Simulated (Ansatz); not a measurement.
The polar optical mode of CsH at 6 GPa, worked through

Method: DFT LDA, scalar-relativistic, plane waves, PAW in Ansatz. Settings: 420 eV plane-wave cutoff, Γ-centred 8×8×8 mesh, fixed occupations. No spin polarisation. Phonons by linear response, acoustic sum rule imposed.

The cell, relaxed at 6 GPa:
```cif
data_structure
_symmetry_space_group_name_H-M 'Fm-3m'
_symmetry_Int_Tables_number 225
_cell_length_a 5.5278
_cell_length_b 5.5278
_cell_length_c 5.5278
_cell_angle_alpha 90.000
_cell_angle_beta 90.000
_cell_angle_gamma 90.000
_cell_volume 168.91
loop_
_atom_site_label
_atom_site_type_symbol
_atom_site_symmetry_multiplicity
_atom_site_Wyckoff_symbol
_atom_site_fract_x
_atom_site_fract_y
_atom_site_fract_z
_atom_site_occupancy
Cs1 Cs 4 a 0.00000 0.00000 0.00000 1
H1 H 4 b 0.50000 0.00000 0.00000 1
```

Spin–orbit coupling is left out, which matters for heavy elements.

Linear response gives ν_TO = 676.6 cm⁻¹, Born charges ±1.259 e (positive on Cs) and ε∞ = 4.892. The primitive cell holds 42.228 Å³, and the masses are 132.905 and 1.008 amu.

Question: Find ν_LO and the static dielectric constant.

Answer: The long-wave field adds a restoring force: ω_LO² − ω_TO² = Z*²e²/(ε_vac ε∞ μV). In these units ν_LO² − ν_TO² = 4.92064×10⁷ Z*²/(μ V ε∞) cm⁻², with μ = m₁m₂/(m₁ + m₂) = 1.000 amu: 377607 cm⁻². So ν_LO = √(676.6² + 377607) = 914.0 cm⁻¹, and the run gives 914.0. Lyddane–Sachs–Teller then gives ε0 = ε∞ (ν_LO/ν_TO)² = 8.93, against 8.93 in the run (it forms both from the same three quantities, so the match checks the arithmetic only). Between ν_TO and ν_LO the dielectric function is negative and an undamped crystal reflects fully: a reststrahlen band from 10.9 to 14.8 μm.

Question: What do the Clausius–Mossotti polarisability and the Szigeti charge come to?

Answer: With the Lorentz local field, α = (3V/4π)(ε∞ − 1)/(ε∞ + 2) = 5.69 Å³ for the pair, and e_S = 3Z*/(ε∞ + 2) = 0.55 e. The Born charge includes the electrons' response to the dipole's own local field, and e_S takes that enhancement out. The Lorentz field assumes point-like polarisable ions, a poor picture once ε∞ is this large, since the electron clouds then overlap or are shared, so both numbers are formal here.

Question: How strongly does a slow electron couple to the LO mode?

Answer: For one isotropic parabolic band, Fröhlich's constant is α_F = (1/ε∞ − 1/ε0) √(m* Ry/ħω_LO), with Ry = 13.606 eV, ħω_LO = 113.3 meV and m* in free-electron masses: α_F = 0.0924 × 10.96 × √m* = 1.01 √m*. The band mass isn't part of this run; for m* = 0.1, 0.3 and 1 it gives 0.32, 0.55, 1.01. In weak coupling the polaron lies α_F ħω_LO below the band edge (63 meV at m* = 0.3) with a mass m*(1 + α_F/6); past α_F of about 5 or 6 that expansion fails. A semilocal functional's ε∞ tends to be too large, which taken alone lowers α_F.

Cost: 1 run of about 0.37 core-minutes, on Arm Neoverse V1 (shared hosts).